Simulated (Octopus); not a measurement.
# Pb (Fm-3m) in Octopus: equation of state

Aim: energy against volume of Pb in PBEsol, for its equilibrium volume and stiffness.

Program: Octopus 16.4. These are calculated values, not measurements. Logs are shortened: lines on timing, memory, paths and dates and some standing lists are left out, and cuts for length are marked.

## Step 1: The structure

It takes space group Fm-3m (No. 225, cubic). Conventional cell: a = 4.950 Å, b = 4.950 Å, c = 4.950 Å, α = 90.00°, β = 90.00°, γ = 90.00°. Around Pb (site symmetry m-3m) lie 12 Pb at 3.50 Å.

## Step 2: Equation of state, PBEsol, 30.32 Å³/atom

The input, inp:

```
CalculationMode = gs
UnitsOutput = eV_Angstrom
PeriodicDimensions = 3
ExperimentalFeatures = yes
PseudopotentialSet = pseudodojo_pbesol
%LatticeParameters
 1*angstrom | 1*angstrom | 1*angstrom
%
%LatticeVectors
 0 | 2.47502 | 2.47502
 2.47502 | 0 | 2.47502
 2.47502 | 2.47502 | 0
%
%ReducedCoordinates
 "Pb" | 0 | 0 | 0
%
%Spacing
 0.15218291*angstrom | 0.15218291*angstrom | 0.15218291*angstrom
%
DerivativesOrder = 8
%KPointsGrid
 9 | 9 | 9
%
KPointsUseSymmetries = yes
XCFunctional = gga_x_pbe_sol + gga_c_pbe_sol
SmearingFunction = fermi_dirac
Smearing = 0.05*eV
ExtraStates = 5
Eigensolver = chebyshev_filter
ConvRelDens = 3e-7
MaximumIter = 120
%Output
 density | cube
 elf | cube
 potential | cube
%
```

Potentials or basis: pseudodojo_pbesol (PseudoDojo 0.4, PBEsol).

On the command line:

```sh
$ OMP_NUM_THREADS=1 octopus > out.log
```

out.log:

```text
Running octopus

Version                : 16.4
Optional libraries     :

************************** Calculation Mode **************************
Input: [CalculationMode = gs]
**********************************************************************

Input: [SpinComponents = unpolarized]

******************************* Space ********************************
Octopus will run in 3 dimension(s).
Octopus will treat the system as periodic in 3 dimension(s).
**********************************************************************

Input: [AllElectronType = no]
Input: [PseudopotentialSet = pseudodojo_pbesol]
Reading Coordinates from ReducedCoordinates block

****************************** Species *******************************
  Species 'Pb'
    type             : pseudopotential
    file             : 'Pb.upf'
    file format      : UPF2
    valence charge   : 14.0
    atomic number    :  82
    form on file     : kleinman-bylander
    lmax             : 2
    llocal           : -1
    projectors per l : 2
    total projectors : 6
    application form : kleinman-bylander
    orbitals         :  9
    bound orbitals   :  9

**********************************************************************

***************************** Symmetries *****************************
Space group No.  225
International: Fm-3m
Schoenflies: Oh^5
Info: The system has    48 symmorphic symmetries that can be used.
  Index                Rotation matrix                      Fractional translations
    1 :     1   0   0     0   1   0     0   0   1      0.000000    0.000000    0.000000
    2 :    -1   0   0     0  -1   0     0   0  -1      0.000000    0.000000    0.000000
    3 :     1   0  -1     1   0   0     1  -1   0      0.000000    0.000000    0.000000
    4 :    -1   0   1    -1   0   0    -1   1   0      0.000000    0.000000    0.000000
    5 :     0   1  -1     1   0  -1     0   0  -1      0.000000    0.000000    0.000000
    6 :     0  -1   1    -1   0   1     0   0   1      0.000000    0.000000    0.000000
[... 40 lines left out ...]
   47 :     0   1  -1    -1   1   0     0   1   0      0.000000    0.000000    0.000000
   48 :     0  -1   1     1  -1   0     0  -1   0      0.000000    0.000000    0.000000
Info: The system also has     0 nonsymmorphic symmetries (not used for electrons).
**********************************************************************

Input: [CurvMethod = curv_affine]
Input: [DerivativesStencil = stencil_stargeneral]

****************************** Lattice *******************************
  Lattice Vectors [A]
    0.000000    2.475020    2.475020
    2.475020    0.000000    2.475020
    2.475020    2.475020    0.000000
  Cell volume =            30.3226 [A^3]
  Reciprocal-Lattice Vectors [A^-1]
   -1.269320    1.269320    1.269320
    1.269320   -1.269320    1.269320
    1.269320    1.269320   -1.269320
  Cell angles [degree]
    alpha =   60.000
    beta  =   60.000
    gamma =   60.000
**********************************************************************

Checking if the generated full k-point grid is symmetric

    35 k-points generated from parameters :
 ---------------------------------------------------
    n =    9    9    9

    s1  =  0.50  0.50  0.50

   index |      weight  |             coordinates              |
       1 |     0.001372 |    0.000000    0.000000    0.000000  |
       2 |     0.010974 |    0.111111    0.000000    0.000000  |
       3 |     0.008230 |    0.111111    0.111111    0.000000  |
       4 |     0.016461 |   -0.111111    0.111111    0.000000  |
       5 |     0.032922 |   -0.111111    0.111111    0.111111  |
       6 |     0.010974 |    0.222222    0.000000    0.000000  |
[... 27 lines left out ...]
      34 |     0.008230 |    0.444444    0.444444    0.000000  |
      35 |     0.016461 |   -0.444444    0.444444    0.000000  |

Input: [SmearingFunction = fermi_dirac]
Input: [SymmetrizeDensity = yes]

******************************* States *******************************
Total electronic charge  =       14.000
Number of states         =       12
States block-size        =        4
**********************************************************************

************************** Parallelization ***************************
**********************************************************************

******************************** Grid ********************************
Simulation Box:
  Type = parallelepiped
  Lengths [A] = (   3.500,   3.500,   3.500)
Main mesh:
  Spacing [A] = ( 0.152, 0.152, 0.152)    volume/point [A^3] =      0.00249
  # inner mesh =      12167
  # total mesh =      47007
  Grid Cutoff [eV] =  1623.644298    Grid Cutoff [Ry] =   119.335665
**********************************************************************

Input: [StatesPack = yes]
Input: [StatesOrthogonalization = cholesky_serial]

**************************** Theory Level ****************************
[... 37 lines left out ...]
Info: Allocating ground state wave-functions
Info: Blocks of states
      Block       1 contains       4 states:       1 -       4
      Block       2 contains       4 states:       5 -       8
      Block       3 contains       4 states:       9 -      12
Info: Ground-state allocation done.
Info: Could not find 'restart/gs' directory for restart.
Info: No restart information will be read.

** Warning:
**   Unable to read wavefunctions.
**   Starting from scratch!

**************************** Eigensolver *****************************
Input: [Eigensolver = chebyshev_filter]
Input: [SubspaceDiagonalization = standard]
**********************************************************************

Input: [MixField = potential] (what to mix during SCF cycles)
Input: [MixingScheme = broyden]
Info: Mixing uses    4 steps and restarts after   20 steps.
Input: [LCAOStart = lcao_states]
Input: [LCAOScaleFactor = 1.000]
Input: [LCAOMaximumOrbitalRadius = 10.58 A]

** Warning:
**   Cannot do LCAO for all states because there are not enough atomic orbitals.
**   Required: 12. Available: 9. 3 orbitals will be randomized.

Info: Unnormalized total charge =     14.000575
Info: Renormalized total charge =     14.000000

** Warning:
**   Symmetrization discrepancy ratio (scalar) =  1.52605E-05

Info: Setting up Hamiltonian.
Info: Performing initial LCAO calculation with      9 orbitals.
Info: Getting Hamiltonian matrix elements.

Eigenvalues [eV]
 #st  Spin   Eigenvalue      Occupation
#k =       1, k = (  0.000000,  0.000000,  0.000000)
   1   --    -9.985191       2.000000
   2   --    -9.985191       2.000000
   3   --    -9.984899       2.000000
   4   --    -9.836448       2.000000
   5   --    -9.836448       2.000000
   6   --    -4.971192       2.000000
   7   --    14.580621       2.000000
   8   --    14.580621       2.000000
   9   --    14.583516       2.000000
#k =       2, k = (  0.111111,  0.000000,  0.000000)
   1   --    -9.624432       2.000000
   2   --    -9.624040       2.000000
   3   --    -9.158853       2.000000
   4   --    -9.158732       2.000000
   5   --    -9.112867       2.000000
   6   --    -4.735065       2.000000
   7   --    14.807925       2.000000
   8   --    14.827309       2.000000
   9   --    14.829909       2.000000
[... 33 further k-points ...]
Fermi energy =    17.838657 eV
Generating random wavefunctions for states       10 and above
Orthogonalizing wavefunctions.
Info: Ground-state restart information will be written to 'restart/gs'.
Info: SCF using complex wavefunctions.
Info: Starting SCF iteration.

** Warning:
**   Symmetrization discrepancy ratio (scalar) =  2.27272E-02

*********************** SCF CYCLE ITER #    1 ************************
 etot  = -1.90585957E+03 abs_ev   =  1.13E+02 rel_ev   =  1.22E+00
 ediff =        7.00E+01 abs_dens =  2.50E-01 rel_dens =  1.78E-02
Matrix vector products: 875
Converged eigenvectors: 0

#  State  KPoint  Eigenvalue [eV]  Occupation    Error
      1      34      -10.157653    2.000000   ( 6.1E-04)
      1      35      -10.138605    2.000000   ( 1.7E-03)
      1      26      -10.120255    2.000000   ( 2.0E-03)
      1      29      -10.120161    2.000000   ( 8.3E-04)
      1      33      -10.106316    2.000000   ( 2.0E-03)
      1      30      -10.087239    2.000000   ( 1.0E-03)
      1      21      -10.075443    2.000000   ( 4.7E-04)
      1      14      -10.073885    2.000000   ( 9.2E-04)
[... 23 lines left out ...]
     12      30       23.831758    0.000000   ( 8.1E-02)
     12      25       24.003534    0.000000   ( 1.4E-01)
     12      10       24.290196    0.000000   ( 8.0E-02)
     12      33       25.453355    0.000000   ( 1.1E-01)
     12      29       25.584985    0.000000   ( 1.3E-01)
     12      35       26.579641    0.000000   ( 9.6E-02)
     12      26       27.205114    0.000000   ( 1.1E-01)
     12      34       27.406044    0.000000   ( 1.2E-01)

Density of states:

-%--------------------------------------------------------------------
%%--------------------------------------------------------------------
%%--------------------------------------------------------------------
%%--------------------------------------------------------------------
%%--------------------------------------------------------------------
%%--------------------------------------------------------------------
%%--------------------------------------------------------------------
%%--------------------------------------------------------------------
%%--------------------------------------------------------------------
%%--------------%%%-------%%%-%-%-%%%-%-%-%-%-%%%%--%%%%%%-%%---------
                               ^

Fermi energy =     6.596537 eV

**********************************************************************

*********************** SCF CYCLE ITER #    2 ************************
 etot  = -1.90883187E+03 abs_ev   =  1.89E+00 rel_ev   =  2.01E-02
 ediff =        1.09E-01 abs_dens =  3.55E-02 rel_dens =  2.53E-03
Matrix vector products: 875
Converged eigenvectors: 0
[... 115 lines left out ...]
*********************** SCF CYCLE ITER #   12 ************************
 etot  = -1.91214955E+03 abs_ev   =  7.54E-05 rel_ev   =  7.82E-07
 ediff =        3.89E-06 abs_dens =  6.58E-07 rel_dens =  4.70E-08
Matrix vector products: 875
Converged eigenvectors: 4

#  State  KPoint  Eigenvalue [eV]  Occupation    Error
      1      34      -10.511797    2.000000   ( 2.8E-08)
      1      35      -10.493313    2.000000   ( 3.1E-08)
      1      26      -10.475893    2.000000   ( 2.7E-08)
      1      29      -10.475609    2.000000   ( 3.1E-08)
      1      33      -10.462031    2.000000   ( 4.2E-08)
      1      30      -10.444383    2.000000   ( 3.2E-08)
      1      21      -10.432244    2.000000   ( 1.0E-07)
      1      14      -10.431041    2.000000   ( 6.5E-08)
[... 23 lines left out ...]
     12      14       22.461768    0.000000   ( 5.2E-02)
     12      33       22.887551    0.000000   ( 3.0E-02)
     12      30       23.182528    0.000000   ( 2.9E-02)
     12      10       23.629549    0.000000   ( 3.2E-02)
     12      29       24.251998    0.000000   ( 5.5E-02)
     12      26       25.235240    0.000000   ( 5.1E-02)
     12      35       25.333129    0.000000   ( 4.3E-02)
     12      34       25.871211    0.000000   ( 2.1E-02)

Density of states:

-%--------------------------------------------------------------------
%%--------------------------------------------------------------------
%%--------------------------------------------------------------------
%%--------------------------------------------------------------------
%%--------------------------------------------------------------------
%%--------------------------------------------------------------------
%%--------------------------------------------------------------------
%%--------------------------------------------------------------------
%%--------------------------------------------------------------------
%%---------------%%%--------%%-%%-%%%%%%%-%-%-%-%%%--%%%%-%-%---------
                                ^

Fermi energy =     6.514543 eV

**********************************************************************

Info: SCF converged in   12 iterations

** Warning:
**   Some of the states are not fully converged!

Info: Number of matrix-vector products:      10500
Info: Writing output to static/

Info: Finished writing information to 'restart/gs'.

Octopus emitted 17 warnings.
```

It took 95 s on 1 thread of Arm Neoverse V2, shared host; peak memory 0.41 GiB.

Results:

```
Free energy            : -1912.1527 eV
Band gap on the k mesh : none (metal or under the smearing width)
```

## Step 3: Equation of state, PBEsol, 29.72 Å³/atom (volume scaled by 0.98)

inp, as its differences from that of step 2:

```diff
@@ -9,5 +9,5 @@
 %LatticeVectors
- 0 | 2.47502 | 2.47502
- 2.47502 | 0 | 2.47502
- 2.47502 | 2.47502 | 0
+ 0 | 2.458408627 | 2.458408627
+ 2.458408627 | 0 | 2.458408627
+ 2.458408627 | 2.458408627 | 0
 %
@@ -17,3 +17,3 @@
 %Spacing
- 0.15218291*angstrom | 0.15218291*angstrom | 0.15218291*angstrom
+ 0.15116151*angstrom | 0.15116151*angstrom | 0.15116151*angstrom
 %
@@ -31,6 +31 @@
 MaximumIter = 120
-%Output
- density | cube
- elf | cube
- potential | cube
-%
```

Potentials or basis: pseudodojo_pbesol (PseudoDojo 0.4, PBEsol).

On the command line:

```sh
$ OMP_NUM_THREADS=1 octopus > out.log
```

Run time: 98 s. Hardware: 1 thread of Arm Neoverse V2, shared host; peak memory 0.42 GiB.

It converged, with:

```yaml
Free_energy: -1912.1510 eV
Band_gap_on_the_k_mesh: none (metal or under the smearing width)
```

## Step 4: Equation of state, PBEsol, 30.93 Å³/atom (volume scaled by 1.02)

inp, as its differences from that of step 3:

```diff
@@ -9,5 +9,5 @@
 %LatticeVectors
- 0 | 2.458408627 | 2.458408627
- 2.458408627 | 0 | 2.458408627
- 2.458408627 | 2.458408627 | 0
+ 0 | 2.4914113386 | 2.4914113386
+ 2.4914113386 | 0 | 2.4914113386
+ 2.4914113386 | 2.4914113386 | 0
 %
@@ -17,3 +17,3 @@
 %Spacing
- 0.15116151*angstrom | 0.15116151*angstrom | 0.15116151*angstrom
+ 0.15319077*angstrom | 0.15319077*angstrom | 0.15319077*angstrom
 %
```

On the command line:

```sh
$ OMP_NUM_THREADS=1 octopus > out.log
```

It took 96 s on 1 thread of Arm Neoverse V2, shared host; peak memory 0.41 GiB.

Results (log left out):

| Item | Value |
| --- | --- |
| Free energy | -1912.1558 eV |
| Band gap on the k mesh | none (metal or under the smearing width) |

## Step 5: Equation of state, PBEsol, 29.11 Å³/atom (volume scaled by 0.96)

inp, as its differences from that of step 4:

```diff
@@ -9,5 +9,5 @@
 %LatticeVectors
- 0 | 2.4914113386 | 2.4914113386
- 2.4914113386 | 0 | 2.4914113386
- 2.4914113386 | 2.4914113386 | 0
+ 0 | 2.4415696833 | 2.4415696833
+ 2.4415696833 | 0 | 2.4415696833
+ 2.4415696833 | 2.4415696833 | 0
 %
@@ -17,3 +17,3 @@
 %Spacing
- 0.15319077*angstrom | 0.15319077*angstrom | 0.15319077*angstrom
+ 0.15012613*angstrom | 0.15012613*angstrom | 0.15012613*angstrom
 %
```

On the command line:

```sh
$ OMP_NUM_THREADS=1 octopus > out.log
```

Wall time 88 s (1 thread of Arm Neoverse V2, shared host); peak memory 0.41 GiB.

It converged, with:

| Property | Result |
| --- | --- |
| Free energy | -1912.1425 eV |
| Band gap on the k mesh | none (metal or under the smearing width) |

## Step 6: Equation of state, PBEsol, 31.54 Å³/atom (volume scaled by 1.04)

inp, as its differences from that of step 5:

```diff
@@ -9,5 +9,5 @@
 %LatticeVectors
- 0 | 2.4415696833 | 2.4415696833
- 2.4415696833 | 0 | 2.4415696833
- 2.4415696833 | 2.4415696833 | 0
+ 0 | 2.5075897876 | 2.5075897876
+ 2.5075897876 | 0 | 2.5075897876
+ 2.5075897876 | 2.5075897876 | 0
 %
@@ -17,3 +17,3 @@
 %Spacing
- 0.15012613*angstrom | 0.15012613*angstrom | 0.15012613*angstrom
+ 0.15418554*angstrom | 0.15418554*angstrom | 0.15418554*angstrom
 %
```

Potentials or basis: pseudodojo_pbesol (PseudoDojo 0.4, PBEsol).

On the command line:

```sh
$ OMP_NUM_THREADS=1 octopus > out.log
```

It took 99 s on 1 thread of Arm Neoverse V2, shared host; peak memory 0.41 GiB.

The run converged. Its results:

- Free energy: -1912.1553 eV
- Band gap on the k mesh: none (metal or under the smearing width)

(Part 1 of 2 ends here.)
